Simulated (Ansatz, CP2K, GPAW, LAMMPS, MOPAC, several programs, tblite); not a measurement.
# What cheap methods get right for HgSe

Aim: run HgSe through methods of unlike cost and see what each gets, and at what price.

Method: no spin polarisation, static lattice; gaps from single points on the cell relaxed beforehand with r²SCAN, in LAMMPS, MOPAC, tblite, CP2K, GPAW, Ansatz (versions at each run).

1 further run of the same task is left out (set aside as unsound or not needed).

### 1 The structure to begin with

The structure is cubic, space group F-43m (No. 216). The conventional cell has a = 6.185 Å, b = 6.185 Å, c = 6.185 Å, α = 90.00°, β = 90.00°, γ = 90.00°. Hg (site symmetry -43m) has 4 Se at 2.68 Å as nearest neighbours. Around Se (site symmetry -43m) lie 4 Hg at 2.68 Å.

Coordinates:

```
Hg Se
1.0
     0.00000    3.09267    3.09267
     3.09267    0.00000    3.09267
     3.09267    3.09267    0.00000
Hg Se
1 1
Direct
  0.00000 0.00000 0.00000
  0.25000 0.25000 0.25000
```

The structure type (zincblende) is imposed and need not be the compound's stable one.

**Question.** The methods are CdTeZnSeHgS0.sw, PM6, PM7, GFN1-xTB (tblite), GFN2-xTB (tblite), PBE/DZVP, PBE/single-zeta, PBE/SZV, coarse PBE, PBE, r2SCAN. What gap does r2SCAN give on this cell, and which other methods (full PBE left aside) come nearest to r2SCAN and farthest in gap, volume and bulk modulus?

```
                                               quantity                                                                                                                     value
                                                 r2SCAN                                                                                          no gap, 29.58 Å³/atom, B₀ 50 GPa
         gap: nearest and farthest of the other methods  GFN1-xTB (tblite), GFN2-xTB (tblite), PBE/DZVP, PBE/single-zeta, PBE/SZV, coarse PBE (about 0.00 eV off); PM7 (+1.87 eV)
      volume: nearest and farthest of the other methods                                                                             GFN1-xTB (tblite) (-1.1 %), PBE/SZV (+11.6 %)
bulk modulus: nearest and farthest of the other methods                                                                         CdTeZnSeHgS0.sw (+3 %), GFN1-xTB (tblite) (-30 %)
```

**Reading.** For the gap (full PBE left aside), GFN1-xTB (tblite), GFN2-xTB (tblite), PBE/DZVP, PBE/single-zeta, PBE/SZV, coarse PBE tie for nearest to r2SCAN; PM7 is farthest. Among the 4 methods compared for the volume (full PBE left aside), GFN1-xTB (tblite) is nearest to r2SCAN and PBE/SZV farthest. For the bulk modulus, of the 4 methods compared (full PBE left aside), CdTeZnSeHgS0.sw comes nearest to r2SCAN and GFN1-xTB (tblite) is farthest. Classical potentials are fitted to lattice constants of common crystals, so a close volume there is built in, not predicted. A minimal basis or a coarse cutoff and mesh shifts results by its own error, so closeness to r2SCAN can be chance. Cluster runs see only the k-points that fold onto the zone centre, so their gaps can miss the band edges. No volume is given for PM6, PM7, GFN2-xTB (tblite), PBE/single-zeta, coarse PBE, which can hide a larger miss. CPU times run from 0.12 s (CdTeZnSeHgS0.sw) to 16 s (PBE/DZVP). On this cell PBE/DZVP cost more than r2SCAN itself (12 s), so it is no saving here. PM6, PM7 disagree with r2SCAN even on whether there is a gap. Semilocal functionals can close a small real gap, so r2SCAN's «no gap» may be its own error. r2SCAN is a yardstick, not the truth. Spin-orbit coupling is left out throughout. Against the measured bulk modulus of HgSe, 51.6 GPa (quoted in “The pseudo-binary mercury chalcogenide alloy HgSe0.7S0.3 at high pressure: a mechanism of the zinc blende/cinnabar reconstructive phase transition”, 2002, arxiv:cond-mat/0209548), the calculated 50 GPa is off by -3.0 %. That value is r2SCAN's, at fixed shape and without vibrations.
